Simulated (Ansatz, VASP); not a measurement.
**One calculation of NiO, two programs**

File INCAR:

```
ALGO = Normal
EDIFF = 1E-6
ENCUT = 520
GGA = PE
ISIF = 2
ISMEAR = 0
ISPIN = 2
LASPH = True
LCHARG = True
LELF = True
LMAXMIX = 4
LORBIT = 11
LREAL = False
LVHAR = True
LWAVE = False
MAGMOM = 0 0
NBANDS = 19
NELM = 150
PREC = Accurate
SIGMA = 0.05
```

KPOINTS

```
k-points
0
Gamma
  7 7 7
```

Contents of POSCAR:

```
NiO
1.0
    0.0000000000      2.2835484600      2.2835484600
    2.2835484600      0.0000000000      2.2835484600
    2.2835484600      2.2835484600      0.0000000000
Ni O
1 1
Direct
    0.0000000000      0.0000000000      0.0000000000
    0.2500000000      0.2500000000      0.2500000000
```

Input for Ansatz:

```yaml
crystal:
  lattice:
    - [0.0, 2.28354846, 2.28354846]
    - [2.28354846, 0.0, 2.28354846]
    - [2.28354846, 2.28354846, 0.0]
  atoms:
    - { symbol: Ni, position: [0.0, 0.0, 0.0], spin: 0.3 }
    - { symbol: O, position: [0.25, 0.25, 0.25] }
basis:
  ecutwfc: 420
  ecutrho_ratio: 4
kpoints:
  mp_grid: { grid: [7, 7, 7] }
hamiltonian:
  xc: pbe
  hubbard:
    sites:
      - { site: 0, l: d, u_eff: 0.0, starting_ns: [{ spin: up, occupation_matrix: s0up }, { spin: down, occupation_matrix: s0down }] }
    occupation_matrices:
      s0up:
        matrix:
          - [0.97, 0.0, 0.0, 0.0, 0.0]
          - [0.0, 0.97, 0.0, 0.0, 0.0]
          - [0.0, 0.0, 0.97, 0.0, 0.0]
          - [0.0, 0.0, 0.0, 0.02, 0.0]
          - [0.0, 0.0, 0.0, 0.0, 0.97]
      s0down:
        matrix:
          - [0.97, 0.0, 0.0, 0.0, 0.0]
          - [0.0, 0.97, 0.0, 0.0, 0.0]
          - [0.0, 0.0, 0.97, 0.0, 0.0]
          - [0.0, 0.0, 0.0, 0.02, 0.0]
          - [0.0, 0.0, 0.0, 0.0, 0.97]
    ns_hold: { iters: 12 }
scf:
  occupations: { method: gaussian, width: 0.05 }
  lower_state_search: "off"
  max_iter: 150
output:
  forces: true
  stress: true
  eigenvalues: true
  populations: true
  hubbard: { sites: [{ site: 0, l: d }] }
magnetization:
  spin_polarized: true
```

Alike in both runs: task single point; functional PBE; k mesh 7 × 7 × 7; occupations gaussian, width 0.05 eV; collinear spin.

```csv
,VASP,Ansatz
version,VASP 6.6.1,Ansatz 0.2.0
potentials or method,"VASP PAW PBE potentials, release 64 (Ni, O)","scalar-relativistic, plane waves, PAW"
plane-wave cutoff (eV),520,420
valence electrons in the cell,16,24
```

Ansatz gave:

```
gap on the k mesh at the Fermi level (eV) : none
pressure (GPa)                            : -12.2
net moment per atom (μB)                  : 0.00
```

Problem. What did VASP give for the same quantities?

Solution. gap on the k mesh at the Fermi level (eV): none; pressure (GPa): -11.8; net moment per atom (μB): 0.00.

A gap of «none» marks a metal or a gap that the smearing closes. The two sets of potentials don't hold the same shells in valence. Ansatz warned: «negative_dielectric_reading».

Caveats: semilocal functionals often make such compounds metallic where correlation or magnetic order opens a gap, which also shifts bond lengths.
